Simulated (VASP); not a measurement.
# MgO (P6_3/mmc) in VASP: single point with PBE

Aim: the single point of MgO with PBE.

Everything below comes from runs of VASP 6.6.1. Logs are shortened: lines on timing, memory, paths and dates and some standing lists are left out, and cuts for length are marked.

**1. The crystal as given**

It takes space group P6_3/mmc (No. 194, hexagonal). Conventional cell: a = 3.486 Å, b = 3.486 Å, c = 4.178 Å, α = 90.00°, β = 90.00°, γ = 120.00°. Around Mg (site symmetry -6m2) lie 5 O at 2.01 to 2.09 Å. Around O (site symmetry -6m2) lie 5 Mg at 2.01 to 2.09 Å.

Measurements of this composition are mostly on another form, of space group No. 225.

**2. Single point, PBE**

File INCAR:

```
PREC     = Accurate       # precision mode
ENCUT    = 520            # plane-wave cutoff, eV
EDIFF    = 1E-7           # SCF threshold, eV
ISMEAR   = 0              # smearing method
SIGMA    = 0.05           # smearing width, eV
LREAL    = False          # projectors in reciprocal space
LASPH    = True           # aspherical terms in the spheres
NELM     = 100            # most SCF steps
ALGO     = Normal         # electronic algorithm
ISIF     = 2              # what is computed and relaxed
LWAVE    = False          # write WAVECAR
LCHARG   = False          # write CHGCAR
GGA      = PE             # functional
NBANDS   = 16             # bands
```

File KPOINTS:

```
regular mesh
0
Gamma
  6 6 6
```

File POSCAR:

```
MgO
1.0
    3.4863778627      0.0000000000      0.0000000000
   -1.7431889314      3.0192917963      0.0000000000
    0.0000000000      0.0000000000      4.1780412200
Mg O
2 2
Direct
    0.6666666667      0.3333333333      0.7500000000
    0.3333333333      0.6666666667      0.2500000000
    0.6666666667      0.3333333333      0.2500000000
    0.3333333333      0.6666666667      0.7500000000
```

Potentials or basis: VASP PAW PBE potentials, release 64 (Mg, O).

The run is started by

```bash
$ cat potpaw_PBE.64/Mg/POTCAR potpaw_PBE.64/O/POTCAR > POTCAR
$ mpirun -np 1 vasp_std > vasp.out
```

OUTCAR:

```text
PREC = Accurate
   ENCUT = 520
   EDIFF = 1E-7
   ISMEAR = 0
   LREAL = False
   LASPH = True
   NELM = 100
   ISIF = 2
   GGA = PE

 ion  position               nearest neighbor table
   1  0.667  0.333  0.750-   4 2.01   4 2.01   4 2.01   3 2.09   3 2.09   2 2.90   2 2.90   2 2.90
                             2 2.90   2 2.90   2 2.90
   2  0.333  0.667  0.250-   3 2.01   3 2.01   3 2.01   4 2.09   4 2.09   1 2.90   1 2.90   1 2.90
                             1 2.90   1 2.90   1 2.90
   3  0.667  0.333  0.250-   2 2.01   2 2.01   2 2.01   1 2.09   1 2.09
   4  0.333  0.667  0.750-   1 2.01   1 2.01   1 2.01   2 2.09   2 2.09

  LATTYP: Found a hexagonal cell.
 ALAT       =     3.4863778627
 C/A-ratio  =     1.1983902447

  Lattice vectors:

 A1 = (   3.4863778627,   0.0000000000,   0.0000000000)
 A2 = (  -1.7431889314,   3.0192917963,   0.0000000000)
 A3 = (   0.0000000000,   0.0000000000,   4.1780412200)

Analysis of symmetry for initial positions (statically):
=====================================================================
 Subroutine PRICEL returns:
 Original cell was already a primitive cell.

 Routine SETGRP: Setting up the symmetry group for a
 hexagonal supercell.

 Subroutine GETGRP returns: Found 24 space group operations
 (whereof 12 operations were pure point group operations)
 out of a pool of 24 trial point group operations.

The static configuration has the point symmetry D_3d.
 The point group associated with its full space group is D_6h.

Analysis of symmetry for dynamics (positions and initial velocities):
=====================================================================
 Subroutine PRICEL returns:
 Original cell was already a primitive cell.

 Routine SETGRP: Setting up the symmetry group for a
 hexagonal supercell.

 Subroutine GETGRP returns: Found 24 space group operations
 (whereof 12 operations were pure point group operations)
 out of a pool of 24 trial point group operations.

The dynamic configuration has the point symmetry D_3d.
 The point group associated with its full space group is D_6h.

 Subroutine INISYM returns: Found 24 space group operations
 (whereof 12 operations are pure point group operations),
 and found     1 'primitive' translations

----------------------------------------------------------------------------------------

                                     Primitive cell

  volume of cell :      43.9797

  direct lattice vectors                    reciprocal lattice vectors
     3.486377863  0.000000000  0.000000000     0.286830642  0.165601748  0.000000000
    -1.743188931  3.019291796  0.000000000     0.000000000  0.331203497  0.000000000
     0.000000000  0.000000000  4.178041220     0.000000000  0.000000000  0.239346609

  length of vectors
     3.486377863  3.486377863  4.178041220     0.331203497  0.331203497  0.239346609

  position of ions in fractional coordinates (direct lattice)
     0.666666667  0.333333333  0.750000000
     0.333333333  0.666666667  0.250000000
     0.666666667  0.333333333  0.250000000
     0.333333333  0.666666667  0.750000000

  ion indices of the primitive-cell ions
   primitive index   ion index
                 1           1
                 2           2
                 3           3
                 4           4

----------------------------------------------------------------------------------------

 KPOINTS: regular mesh

Automatic generation of k-mesh.
 Grid dimensions read from file:
 generate k-points for:    6    6    6

 Generating k-lattice:

  Cartesian coordinates                     Fractional coordinates (reciprocal lattice)
     0.047805107  0.027600291  0.000000000     0.166666667  0.000000000  0.000000000
     0.000000000  0.055200583  0.000000000     0.000000000  0.166666667  0.000000000
     0.000000000  0.000000000  0.039891102     0.000000000  0.000000000  0.166666667

  Length of vectors
     0.055200583  0.055200583  0.039891102

  Shift w.r.t. Gamma in fractional coordinates (k-lattice)
     0.000000000  0.000000000  0.000000000

 Subroutine IBZKPT returns following result:
 ===========================================

 Found     28 irreducible k-points:

 Following reciprocal coordinates:
            Coordinates               Weight
  0.000000  0.000000  0.000000      1.000000
  0.166667 -0.000000  0.000000      6.000000
  0.333333 -0.000000  0.000000      6.000000
  0.500000 -0.000000  0.000000      3.000000
  0.166667  0.166667  0.000000      6.000000
  0.333333  0.166667  0.000000     12.000000
[... 16 lines left out ...]
  0.166667 -0.000000  0.500000      6.000000
  0.333333 -0.000000  0.500000      6.000000
 [... further k-points ...]
   k-points           NKPTS =     28   k-points in BZ     NKDIM =     28   number of bands    NBANDS=     16
   number of dos      NEDOS =    301   number of ions     NIONS =      4
   total plane-waves  NPLWV =  25088
   dimension x,y,z NGX =    28 NGY =   28 NGZ =   32
   dimension x,y,z NGXF=    56 NGYF=   56 NGZF=   64
   ions per type =               2   2
   NGX,Y,Z   is equivalent  to a cutoff of  13.35, 13.35, 12.73 a.u.
   NGXF,Y,Z  is equivalent  to a cutoff of  26.70, 26.70, 25.47 a.u.
 SYSTEM =  unknown system
   PREC   = accura    normal or accurate (medium, high low for compatibility)
   ISTART =      0    job   : 0-new  1-cont  2-samecut
   ICHARG =      2    charge: 1-file 2-atom 10-const
   ISPIN  =      1    spin polarized calculation?
   LNONCOLLINEAR =      F non collinear calculations
   LSORBIT =      F    spin-orbit coupling
   LASPH  =      T    aspherical Exc in radial PAW
   ENCUT  =  520.0 eV  38.22 Ry    6.18 a.u.   6.48  6.48  7.77*2*pi/ulx,y,z
   NELM   =    100;   NELMIN=  2; NELMDL= -5     # of ELM steps
   EDIFF  = 0.1E-06   stopping-criterion for ELM
   LREAL  =      F    real-space projection
   EDIFFG = 0.1E-05   stopping-criterion for IOM
   NSW    =      0    number of steps for IOM
   IBRION =     -1    ionic relax: 0-MD 1-quasi-New 2-CG
   NFREE  =      0    steps in history (QN), initial steepest desc. (CG)
   ISIF   =      2    stress and relaxation
   ISYM   =      2    0-nonsym 1-usesym 2-fastsym
   POTIM  = 0.5000    time-step for ionic-motion
   TEBEG  =    0.0;   TEEND  =   0.0 temperature during run
   PSTRESS=    0.0 pullay stress
   NELECT =      16.0000    total number of electrons
   NUPDOWN=      -1.0000    fix difference up-down
   EMIN   =  10.00;   EMAX   =-10.00  energy-range for DOS
   EFERMI =   0.00;   METHOD = LEGACY
   ISMEAR =     0;   SIGMA  =   0.05  broadening in eV -4-tet -1-fermi 0-gaus
   EFERMI_NEDOS =   21; number of points for ismear=-14 and -15
   IALGO  =     38    algorithm
   IMIX   =      4    mixing-type and parameters
     AMIX     =   0.40;   BMIX     =  1.00
     AMIX_MAG =   1.60;   BMIX_MAG =  1.00
  volume/ion in A,a.u.               =      10.99        74.20
  Fermi-wavevector in a.u.,A,eV,Ry     =   1.168685  2.208494 18.583167  1.365824
  Thomas-Fermi vector in A             =   2.305168
   LORBIT       =      0    0 simple, 1 ext, 2 COOP (PROOUT), +10 PAW based schemes
   GGA     = PE    functional components
   LHFCALC =     F    Hartree Fock is set to
   AEXX    =    0.0000 exact exchange contribution
   IVDW    =     0    specifies the selected vdW correction
   LEPSILON=     F    determine dielectric tensor
   LRPA    =     F    only Hartree local field effects (RPA)
 non-spin polarized calculation
 Gauss-broadening in eV      SIGMA  =   0.05
  energy-cutoff  :      520.00
  volume of cell :       43.98
 maximum number of plane-waves:      1204
 NGX is ok and might be reduce to    28
   NGX = 13   NGY = 13   NGZ = 15

 number of electron      15.9999999 magnetization

 Free energy of the ion-electron system (eV)
  ---------------------------------------------------
  ext. energy  EPLUGINS =         0.00000000
  ---------------------------------------------------
  free energy    TOTEN  =       -23.65713699 eV

  energy without entropy =      -23.65713699  energy(sigma->0) =      -23.65713699

 E-fermi :   2.2505     XC(G=0): -10.0741

 val. band max:        2.0070824356   @ k =   0.0000   0.0000   0.0000
 cond. band min:       5.4459858211   @ k =   0.0000   0.0000   0.0000
 fundamental gap:      3.4389033855
 Fermi energy:         2.2505324099

 k-point     1 :       0.0000    0.0000    0.0000
  band No.  band energies     occupation
      1     -14.9316      2.00000
      2     -13.5314      2.00000
      3      -1.6354      2.00000
      4       0.2699      2.00000
      5       0.2699      2.00000
      6       1.2026      2.00000
[... 8 lines left out ...]
     15      17.6319      0.00000
     16      17.6841      0.00000

 k-point     2 :       0.1667   -0.0000    0.0000
  band No.  band energies     occupation
      1     -14.7985      2.00000
      2     -13.5570      2.00000
      3      -1.4215      2.00000
      4      -0.1744      2.00000
      5       0.0773      2.00000
      6       0.6714      2.00000
[... 8 lines left out ...]
     15      16.6489      0.00000
     16      16.8437      0.00000

 k-point     3 :       0.3333   -0.0000    0.0000
  band No.  band energies     occupation
      1     -14.4738      2.00000
      2     -13.6611      2.00000
      3      -1.1292      2.00000
      4      -0.8526      2.00000
      5      -0.2157      2.00000
      6       0.2005      2.00000
[... 8 lines left out ...]
     15      16.1300      0.00000
     16      16.6987      0.00000

 k-point     4 :       0.5000   -0.0000    0.0000
  band No.  band energies     occupation
      1     -14.2333      2.00000
      2     -13.7890      2.00000
      3      -1.5566      2.00000
      4      -0.3627      2.00000
      5      -0.3380      2.00000
      6       0.0450      2.00000
[... 8 lines left out ...]
     15      16.6987      0.00000
     16      16.8081      0.00000

 k-point     5 :       0.1667    0.1667    0.0000
  band No.  band energies     occupation
      1     -14.5671      2.00000
      2     -13.6235      2.00000
      3      -1.0254      2.00000
      4      -0.8010      2.00000
      5      -0.3521      2.00000
      6       0.4729      2.00000
[... 8 lines left out ...]
     15      16.4337      0.00000
     16      16.4418      0.00000

 k-point     6 :       0.3333    0.1667    0.0000
  band No.  band energies     occupation
      1     -14.2428      2.00000
      2     -13.7793      2.00000
      3      -1.4772      2.00000
      4      -0.3951      2.00000
      5      -0.3913      2.00000
      6       0.1230      2.00000
[... 8 lines left out ...]
     15      16.5770      0.00000
     16      16.8282      0.00000
[... 267 lines left out ...]
 k-point    21 :       0.3333    0.3333    0.3333
  band No.  band energies     occupation
      1     -13.9304      2.00000
      2     -13.9304      2.00000
      3      -1.3807      2.00000
      4      -1.3807      2.00000
      5      -1.0903      2.00000
      6       0.2435      2.00000
[... 8 lines left out ...]
     15      17.6030      0.00000
     16      19.6786      0.00000

 k-point    22 :       0.0000    0.0000    0.5000
  band No.  band energies     occupation
      1     -14.2354      2.00000
      2     -14.2354      2.00000
      3      -0.4186      2.00000
      4      -0.4186      2.00000
      5       0.7172      2.00000
      6       0.7172      2.00000
[... 8 lines left out ...]
     15      17.8658      0.00000
     16      17.8658      0.00000

 k-point    23 :       0.1667   -0.0000    0.5000
  band No.  band energies     occupation
      1     -14.1657      2.00000
      2     -14.1657      2.00000
      3      -0.9045      2.00000
      4      -0.9045      2.00000
      5       0.6525      2.00000
      6       0.6525      2.00000
[... 8 lines left out ...]
     15      17.5892      0.00000
     16      17.5892      0.00000

 k-point    24 :       0.3333   -0.0000    0.5000
  band No.  band energies     occupation
      1     -14.0223      2.00000
      2     -14.0223      2.00000
      3      -1.5879      2.00000
      4      -1.5879      2.00000
      5       0.5281      2.00000
      6       0.5281      2.00000
[... 8 lines left out ...]
     15      16.9167      0.00000
     16      16.9167      0.00000

 [... further k-points ...]
[... 5 lines left out ...]
  --------------------------------------------------------------------------------------
  -------------------------------------------------------------------------------------
  Total        1.0263791      1.0263791      1.2822115     -0.0000000     -0.0000000      0.0000000
  in kB       37.3909166     37.3909166     46.7108729     -0.0000000     -0.0000000      0.0000000
  external PRESSURE =      40.4975687 kB  Pullay stress =       0.0000000 kB

 VOLUME and BASIS-vectors are now :
 -----------------------------------------------------------------------------
  energy-cutoff  :      520.00
  volume of cell :       43.98
      direct lattice vectors                 reciprocal lattice vectors
     3.486377863  0.000000000  0.000000000     0.286830642  0.165601748  0.000000000
    -1.743188931  3.019291796  0.000000000     0.000000000  0.331203497  0.000000000
     0.000000000  0.000000000  4.178041220     0.000000000  0.000000000  0.239346609

 POSITION                                       TOTAL-FORCE (eV/Angst)
 -----------------------------------------------------------------------------------
      1.74319      1.00643      3.13353         0.000000     -0.000000     -0.000000
     -0.00000      2.01286      1.04451        -0.000000      0.000000     -0.000000
      1.74319      1.00643      1.04451         0.000000      0.000000      0.000000
     -0.00000      2.01286      3.13353         0.000000     -0.000000      0.000000
 -----------------------------------------------------------------------------------
    total drift:                               -0.000000      0.000000     -0.000000

  FREE ENERGIE OF THE ION-ELECTRON SYSTEM (eV)
  ---------------------------------------------------
  free  energy   TOTEN  =       -23.6571369855 eV

  energy  without entropy=      -23.6571369855  energy(sigma->0) =      -23.65713699
```

It took 9.2 s on 1 thread of Intel Xeon 6975P-C (Granite Rapids), shared host; peak memory 0.17 GiB.

Results:

| Quantity | Value |
| --- | --- |
| Free energy | -23.6571 eV |
| Pressure | 4.0 GPa |
| Band gap on the k mesh | 3.44 eV, direct |

Stress tensor (GPa, compression positive):
```
3.74 0.00 0.00
0.00 3.74 0.00
0.00 0.00 4.67
```
